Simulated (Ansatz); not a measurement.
C: energy above lowest point and pressure against volume per atom

Results calculated with Ansatz 0.2.0 development build, not measured. Equation of state of a cubic crystal from periodic Kohn-Sham density functional theory without spin; pressure corrected for the finite basis.

Cell of the first row (space group Pm-3m, No. 221):
```
cell vectors (Å)
   1.7403     0.0000     0.0000
   0.0000     1.7403     0.0000
   0.0000     0.0000     1.7403
atoms (fractions of the cell vectors)
C   0.00000  0.00000  0.00000
```

Settings of every row: formula C; structure type simple cubic; functional PBE; spin treatment none; k mesh 31x31x31; occupation method fermi-dirac; occupation width 0.061225619 eV; wave cutoff 700 eV; datasets hard PAW; density cutoff ratio 4.

Limits: a cubic model structure, not a phase known at ambient conditions; modest k-mesh, values are not fully converged in k; the SCF threshold is loose for a stress in some rows.

```
row  volume per atom (Å³)  energy above lowest point (meV/atom)  pressure (GPa)
  1                 5.271                                 19.68          20.943
  2                 5.383                                  7.89           12.87
  3                 5.495                                     ?               ?
  4                 5.607                                     0          -1.185
  5                 5.719                                  3.01          -7.305
  6                 5.832                                 10.09          -12.83
  7                 5.944                                 20.84         -17.816
```

Question: what energy above lowest point and pressure should row 3 give?

Worked fit of energy above lowest point. Take u = (V_r/V)^(2/3) − 1 with V_r = 5.663 Å³ an atom, which is twice the finite (Eulerian) strain; such expansions in the strain, on which the Birch-Murnaghan equation of state is built, carry the rest volume and the bulk modulus. The shown rows have u = 0.04898, 0.03438, 0.00665, -0.00654, -0.01941, -0.03177. Least squares give energy above lowest point = 0.978 − 228.54 × u + 12469 × u² meV/atom; a straight line predicts inner rows, each left out in turn, worse (root mean square 7.8 against 0.03 meV/atom). The rows lie off it by -0.02, 0.03, -0.01, 0.00, -0.02, 0.02. Its lowest point lies at u = 0.0092, or V = 5.586 Å³ an atom, and the curvature there gives the bulk modulus at fixed shape and fractions, B = (4/9)(1 + u)² E″(u)/V = 324 GPa. The withheld row has u = 0.02028, so the fit gives 0.978 − 228.54 × (0.02028) + 12469 × (0.02028)² = 1.47 meV/atom.

The calculation gave 1.49 meV/atom. The fit lies 0.02 meV/atom (1.3 % of the value, 0.096 % of the column's range) below it; its largest miss of a shown row is 0.03 meV/atom.

Worked fit of pressure. Take u = (V_r/V)^(2/3) − 1 with V_r = 5.663 Å³ an atom, which is twice the finite (Eulerian) strain; such expansions in the strain, on which the Birch-Murnaghan equation of state is built, carry the rest volume and the bulk modulus. The shown rows have u = 0.04898, 0.03438, 0.00665, -0.00654, -0.01941, -0.03177. Least squares give pressure = −4.3124 + 460.849 × u + 1122.01 × u² GPa; a straight line predicts inner rows, each left out in turn, worse (root mean square 0.71 against 0.026 GPa). The rows lie off it by -0.009, 0.012, 0.013, -0.027, 0.005, 0.005 (root mean square 0.014 GPa). The pressure vanishes at u = 0.0092, or V = 5.586 Å³ an atom, and there the bulk modulus at fixed shape and fractions is B = −V dP/dV = (2/3)(1 + u) dP/du = 324 GPa. The withheld row has u = 0.02028, so the fit gives −4.3124 + 460.849 × (0.02028) + 1122.01 × (0.02028)² = 5.495 GPa.

The calculation gave 5.531 GPa. The fit lies 0.036 GPa (0.093 % of the column's range) below it; its largest miss of a shown row is 0.027 GPa.
